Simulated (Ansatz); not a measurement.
**Transmission past a defect: (4,0) C nanotube, B and B in place of neighbours C and C**

Aim: how much does this defect scatter, and at which energies?

Program: Ansatz 0.2.0. Level of theory: DFT PBE, plane waves, PAW; relaxation of a wire's period, in the first sound run; inputs show where later runs differ. Results are calculated unless marked as measured.

Report form: the programs' logs are mostly left out.

## 1. The structure

The cell holds 16 atoms: 16 C. Its edges and angles: a = 9.932 Å, b = 9.932 Å, c = 4.260 Å, α = 90.0°, β = 90.0°, γ = 90.0°. Vacuum lies along a and b. The structure's axis is c.

## 2. Relaxation of atoms and period

Band widths follow the bond lengths, so the wire is relaxed first. The atoms and the third cell vector are free; the box across stays fixed as vacuum. A Fermi-Dirac smearing is set since the result may be a metal. The pressure printed is a third of the stress's trace over the whole box, vacuum included; only the stress along the axis is relaxed.

Contents of input.yaml:

```yaml
crystal:
  lattice:
    - [9.932, 0.0, 0.0]
    - [0.0, 9.932, 0.0]
    - [0.0, 0.0, 4.26]
  atoms:
    - { symbol: C, position: [0.342327829, 0.499977252, 0.0] }
    - { symbol: C, position: [0.499977252, 0.657626674, 0.0] }
    - { symbol: C, position: [0.499977252, 0.342327829, 0.0] }
    - { symbol: C, position: [0.657626674, 0.499977252, 0.0] }
    - { symbol: C, position: [0.342327829, 0.499977252, 0.333333333] }
    - { symbol: C, position: [0.499977252, 0.657626674, 0.333333333] }
    - { symbol: C, position: [0.499977252, 0.342327829, 0.333333333] }
    - { symbol: C, position: [0.657626674, 0.499977252, 0.333333333] }
    - { symbol: C, position: [0.388502276, 0.611452227, 0.5] }
    - { symbol: C, position: [0.388502276, 0.388502276, 0.5] }
    - { symbol: C, position: [0.611452227, 0.611452227, 0.5] }
    - { symbol: C, position: [0.611452227, 0.388502276, 0.5] }
    - { symbol: C, position: [0.388502276, 0.611452227, 0.833333333] }
    - { symbol: C, position: [0.388502276, 0.388502276, 0.833333333] }
    - { symbol: C, position: [0.611452227, 0.611452227, 0.833333333] }
    - { symbol: C, position: [0.611452227, 0.388502276, 0.833333333] }
kpoints:
  mp_grid: { grid: [1, 1, 19] }
scf:
  occupations: { method: fermi_dirac, width: 0.05 }
hamiltonian:
  xc: pbe
relax:
  cell: { fix: [a, b, alpha, beta, gamma] }
  max_steps: 60
```

On the command line:

```sh
$ ansatz run input.yaml --threads 4 --pin off --max-ram 16384MiB --backend cpu --events-out ev --progress --plain --runs-dir out
```

It took 26 s on 4 threads of Arm Neoverse V1, shared host; peak memory 0.88 GiB; 99 s of CPU time.

The steps of the relaxation:

| step | energy less that of the first step (eV) | largest force component (eV/Å) | pressure (GPa) | volume (Å³) |
| --- | --- | --- | --- | --- |
| 1 | 0.0000 | 2.3600 | 8.73 | 420.23 |
| 2 | -1.7029 | 1.4922 | 3.20 | 419.47 |
| 3 | -2.3287 | 0.2345 | 0.39 | 412.63 |
| 4 | -2.3571 | 0.0946 | -0.05 | 415.83 |
| 5 | -2.3577 | 0.0188 | -0.05 | 415.95 |
| 6 | -2.3578 | 0.0088 | 0.01 | 415.82 |
| 7 | -2.3577 | 0.0006 | -0.02 | 415.92 |
| 8* | -2.3532 | 0.0008 | -0.02 | 415.92 |

Relaxation steps marked * repeat the geometry before them on a plane-wave basis chosen anew for their cell, so energy and pressure can jump there.

The run keeps the 16 symmetry operations that it works with, so distortions that break them were not tested.

| cell as run | before | after | change |
| --- | --- | --- | --- |
| c (Å) | 4.260 | 4.216 | -1.0 % |

The atoms that moved most (Å, along periodic axes as changes of fractional coordinates times the final cell, across vacuum about the mean position):

| atom | dx | dy | dz | length |
| --- | --- | --- | --- | --- |
| C11 | 0.085 | 0.085 | 0.009 | 0.121 |
| C15 | 0.085 | 0.085 | -0.009 | 0.121 |
| C9 | -0.085 | 0.085 | 0.009 | 0.121 |
| C12 | 0.085 | -0.085 | 0.009 | 0.121 |
| C13 | -0.085 | 0.085 | -0.009 | 0.121 |
| C16 | 0.085 | -0.085 | -0.009 | 0.121 |
| C10 | -0.085 | -0.085 | 0.009 | 0.121 |
| C14 | -0.085 | -0.085 | -0.009 | 0.121 |

This step gave:

```
energy at zero smearing    : -4003.1245 eV
cell length along the wire : 4.216 Å
```

The cell's length comes to 4.216 Å with spin left out.

## 3. Bands of the perfect wire

This step: DFT PBE, plane waves, PAW; channels and complex bands of a perfect wire (Ansatz 0.2.0).

At the relaxed period the Bloch states of the perfect wire are found at each energy: those that move forward count the open channels, and those that decay describe how a disturbance dies away inside the wire itself. An energy step of 0.035 eV is under the 0.039 eV that the program asks for its thermal average at 300 K.

Contents of input.yaml:

```yaml
crystal:
  lattice:
    - [9.932, 0.0, 0.0]
    - [0.0, 9.932, 0.0]
    - [0.0, 0.0, 4.2163403196]
  atoms:
    - { symbol: C, position: [0.330192775, 0.499977252, 0.002066957] }
    - { symbol: C, position: [0.499977252, 0.669761728, 0.002066957] }
    - { symbol: C, position: [0.499977252, 0.330192775, 0.002066957] }
    - { symbol: C, position: [0.669761728, 0.499977252, 0.002066957] }
    - { symbol: C, position: [0.330192775, 0.499977252, 0.331266377] }
    - { symbol: C, position: [0.499977252, 0.669761728, 0.331266377] }
    - { symbol: C, position: [0.499977252, 0.330192775, 0.331266377] }
    - { symbol: C, position: [0.669761728, 0.499977252, 0.331266377] }
    - { symbol: C, position: [0.37990611, 0.620048393, 0.502107724] }
    - { symbol: C, position: [0.37990611, 0.37990611, 0.502107724] }
    - { symbol: C, position: [0.620048393, 0.620048393, 0.502107724] }
    - { symbol: C, position: [0.620048393, 0.37990611, 0.502107724] }
    - { symbol: C, position: [0.37990611, 0.620048393, 0.83122561] }
    - { symbol: C, position: [0.37990611, 0.37990611, 0.83122561] }
    - { symbol: C, position: [0.620048393, 0.620048393, 0.83122561] }
    - { symbol: C, position: [0.620048393, 0.37990611, 0.83122561] }
kpoints:
  mp_grid: { grid: [1, 1, 19] }
scf:
  occupations: { method: fermi_dirac, width: 0.05 }
hamiltonian:
  xc: pbe
output:
  transmission:
    e_range: [-1.26, 1.26]
    de: 0.035
    kmesh: [1, 1]
    reduced_basis: true
    leads: [[0, 0]]
basis:
  ecutwfc: "350 eV"
```

It took 7.4 min on 4 threads; peak memory 4.7 GiB.

This step gave:

```
energy at zero smearing                                  : -4002.6970 eV
channels at the energy nearest the Fermi level, one spin : 3
conductance of the lead as this run defines it           : 3.000 G₀
band gap                                                 : 0 eV
```

Table of open channels of the lead, one spin by energy, zero at the Fermi level:

| energy (eV) | open channels of the lead, one spin |
| --- | --- |
| -1.190 | 2 |
| -1.085 | 3 |
| -1.015 | 3 |
| -0.910 | 3 |
| -0.805 | 3 |
| -0.700 | 5 |
| -0.595 | 5 |
| -0.490 | 5 |
| -0.385 | 5 |
| -0.315 | 5 |
| -0.210 | 3 |
| -0.105 | 3 |
| 0.000 | 3 |
| 0.105 | 3 |
| 0.210 | 3 |
| 0.315 | 3 |
| 0.385 | 3 |
| 0.490 | 3 |
| 0.595 | 3 |
| 0.700 | 1 |
| 0.805 | 1 |
| 0.910 | 1 |
| 1.015 | 3 |
| 1.085 | 3 |
| 1.190 | 3 |

The slowest values at each energy, most degenerate partners merged, listed up to 1.5 1/Å. Table of Im kz of the slowest decaying states by energy, zero at the Fermi level:

| energy (eV) | decay 1 (Å⁻¹) | decay 2 (Å⁻¹) | decay 3 (Å⁻¹) | decay 4 (Å⁻¹) |
| --- | --- | --- | --- | --- |
| -1.190 | 0.00997 | 0.239 | 0.337 | 0.437 |
| -1.085 | 0.258 | 0.351 | 0.443 | 0.444 |
| -1.015 | 0.270 | 0.360 | 0.402 | 0.415 |
| -0.910 | 0.285 | 0.326 | 0.342 | 0.373 |
| -0.805 | 0.216 | 0.239 | 0.299 | 0.385 |
| -0.700 | 0.312 | 0.397 | 0.466 | 0.540 |
| -0.595 | 0.324 | 0.408 | 0.472 | 0.543 |
| -0.490 | 0.334 | 0.418 | 0.477 | 0.545 |
| -0.385 | 0.344 | 0.428 | 0.481 | 0.547 |
| -0.315 | 0.350 | 0.435 | 0.484 | 0.548 |
| -0.210 | 0.198 | 0.204 | 0.359 | 0.444 |
| -0.105 | 0.274 | 0.276 | 0.367 | 0.453 |
| 0.000 | 0.323 | 0.324 | 0.374 | 0.461 |
| 0.105 | 0.359 | 0.360 | 0.381 | 0.469 |
| 0.210 | 0.386 | 0.387 | 0.387 | 0.477 |
| 0.315 | 0.392 | 0.407 | 0.409 | 0.484 |
| 0.385 | 0.396 | 0.419 | 0.422 | 0.489 |
| 0.490 | 0.401 | 0.434 | 0.437 | 0.496 |
| 0.595 | 0.405 | 0.446 | 0.449 | 0.503 |
| 0.700 | 0.0255 | 0.409 | 0.455 | 0.459 |
| 0.805 | 0.0294 | 0.413 | 0.463 | 0.467 |
| 0.910 | 0.0118 | 0.416 | 0.469 | 0.473 |
| 1.015 | 0.419 | 0.473 | 0.477 | 0.522 |
| 1.085 | 0.421 | 0.474 | 0.479 | 0.523 |
| 1.190 | 0.424 | 0.476 | 0.481 | 0.524 |

By hand: the program gives 2.3564 × 10^14 S/m² over the cell's cross-section of 98.64 Å² = 9.864 × 10^-19 m², so one cell conducts 2.324 × 10^-4 S. Divided by G0 = 2e²/h = 7.748 × 10^-5 S this is 3.00 G0, a resistance of 4.30 kΩ.

At the computed energy nearest the Fermi level there are 3 channels a spin, and the thermal average gives 3.00 G₀.

## 4. Relaxation of the scattering region

This step: DFT PBE, plane waves, PAW; relaxation of a junction in a wire, ends held (Ansatz 0.2.0).

System of this step: (4,0) C nanotube, B and B in place of neighbours C and C. The cell holds 112 atoms: 110 C and 2 B. Cell: a = 9.932 Å, b = 9.932 Å, c = 29.514 Å, α = 90.0°, β = 90.0°, γ = 90.0°. Regions: held atoms, 64 atoms (64 C); free atoms, 48 atoms (46 C and 2 B). Vacuum lies along a and b. The structure's axis is c.

48 atoms at the defect are free to relax, while 64 stay where the perfect wire has them, so that the ends still repeat as a lead. The cutoff is set under the files' recommended one to save time.

Contents of input.yaml:

```yaml
crystal:
  lattice:
    - [9.932, 0.0, 0.0]
    - [0.0, 9.932, 0.0]
    - [0.0, 0.0, 29.5143822369]
  atoms:
    - { symbol: C, position: [0.330192775, 0.499977252, 0.00029528] }
    - { symbol: C, position: [0.499977252, 0.669761728, 0.00029528] }
    - { symbol: C, position: [0.499977252, 0.330192775, 0.00029528] }
    - { symbol: C, position: [0.669761728, 0.499977252, 0.00029528] }
    - { symbol: C, position: [0.330192775, 0.499977252, 0.047323768] }
    - { symbol: C, position: [0.499977252, 0.669761728, 0.047323768] }
    - { symbol: C, position: [0.499977252, 0.330192775, 0.047323768] }
    - { symbol: C, position: [0.669761728, 0.499977252, 0.047323768] }
    - { symbol: C, position: [0.37990611, 0.620048393, 0.071729675] }
    - { symbol: C, position: [0.37990611, 0.37990611, 0.071729675] }
    - { symbol: C, position: [0.620048393, 0.620048393, 0.071729675] }
    - { symbol: C, position: [0.620048393, 0.37990611, 0.071729675] }
    - { symbol: C, position: [0.37990611, 0.620048393, 0.118746516] }
    - { symbol: C, position: [0.37990611, 0.37990611, 0.118746516] }
    - { symbol: C, position: [0.620048393, 0.620048393, 0.118746516] }
    - { symbol: C, position: [0.620048393, 0.37990611, 0.118746516] }
    - { symbol: C, position: [0.330192775, 0.499977252, 0.143152422] }
    - { symbol: C, position: [0.499977252, 0.669761728, 0.143152422] }
    - { symbol: C, position: [0.499977252, 0.330192775, 0.143152422] }
    - { symbol: C, position: [0.669761728, 0.499977252, 0.143152422] }
    - { symbol: C, position: [0.330192775, 0.499977252, 0.190180911] }
    - { symbol: C, position: [0.499977252, 0.669761728, 0.190180911] }
    - { symbol: C, position: [0.499977252, 0.330192775, 0.190180911] }
    - { symbol: C, position: [0.669761728, 0.499977252, 0.190180911] }
    - { symbol: C, position: [0.37990611, 0.620048393, 0.214586818] }
    - { symbol: C, position: [0.37990611, 0.37990611, 0.214586818] }
    - { symbol: C, position: [0.620048393, 0.620048393, 0.214586818] }
    - { symbol: C, position: [0.620048393, 0.37990611, 0.214586818] }
    - { symbol: C, position: [0.37990611, 0.620048393, 0.261603659] }
    - { symbol: C, position: [0.37990611, 0.37990611, 0.261603659] }
[... 76 atom lines left out ...]
    - { symbol: C, position: [0.620048393, 0.620048393, 0.928872532] }
    - { symbol: C, position: [0.620048393, 0.37990611, 0.928872532] }
    - { symbol: C, position: [0.37990611, 0.620048393, 0.975889373] }
    - { symbol: C, position: [0.37990611, 0.37990611, 0.975889373] }
    - { symbol: C, position: [0.620048393, 0.620048393, 0.975889373] }
    - { symbol: C, position: [0.620048393, 0.37990611, 0.975889373] }
magnetization:
  spin_polarized: true
kpoints:
  mp_grid: { grid: [1, 1, 1] }
scf:
  occupations: { method: fermi_dirac, width: 0.1 }
hamiltonian:
  xc: pbe
relax:
  constraints:
    - { sites: [0, 1, 2, 3, 4, 5, 6, 7, 8, 9, 10, 11, 12, 13, 14, 15, 16, 17, 18, 19, 20, 21, 22, 23, 24, 25, 26, 27, 28, 29, 30, 31, 80, 81, 82, 83, 84, 85, 86, 87, 88, 89, 90, 91, 92, 93, 94, 95, 96, 97, 98, 99, 100, 101, 102, 103, 104, 105, 106, 107, 108, 109, 110, 111] }
  f_tol: 0.06
  max_steps: 35
basis:
  ecutwfc: "350 eV"
```

It took 3.7 min on 4 threads; peak memory 3.8 GiB.

Step by step:

| step | energy less that of the first step (eV) | largest force component (eV/Å) |
| --- | --- | --- |
| 1 | 0.0000 | 6.0625 |
| 2 | -1.3260 | 2.2776 |
| 3 | -1.5161 | 1.3526 |
| 4 | -1.5064 | 0.9257 |
| 5 | -1.6191 | 0.0760 |
| 6 | -1.6213 | 0.0326 |

Relaxation step 4 was tried and not accepted.

The atoms that moved most (Å):

| atom | dx | dy | dz | length |
| --- | --- | --- | --- | --- |
| C60 | 0.088 | -0.042 | -0.185 | 0.209 |
| B64 | 0.164 | -0.111 | -0.057 | 0.206 |
| B67 | 0.008 | -0.193 | 0.017 | 0.194 |
| C56 | 0.106 | -0.057 | -0.119 | 0.169 |
| C65 | 0.124 | -0.100 | -0.048 | 0.166 |
| C55 | 0.087 | -0.063 | -0.113 | 0.156 |
| C71 | 0.006 | -0.072 | 0.135 | 0.153 |
| C59 | 0.039 | -0.136 | -0.037 | 0.147 |

This step gave:

```yaml
energy_at_zero_smearing: -27827.9029 eV
```

The largest force component on a free atom ends at 0.033 eV/Å, under the limit of 0.06. The first B ends nearest to C at 1.52 Å, C at 1.54 Å and B at 1.67 Å.

[end of part 1 of 2]

[Logs are printed without paths, hosts, clocks, repeated set-up lines and the standing remarks that a program may print on its own settings, such as how far it seeks lower states.]

[Hosts, paths, dates, database ids (printed as entryN), source tags and the programs' standing remarks are cut or masked in the printed files.]
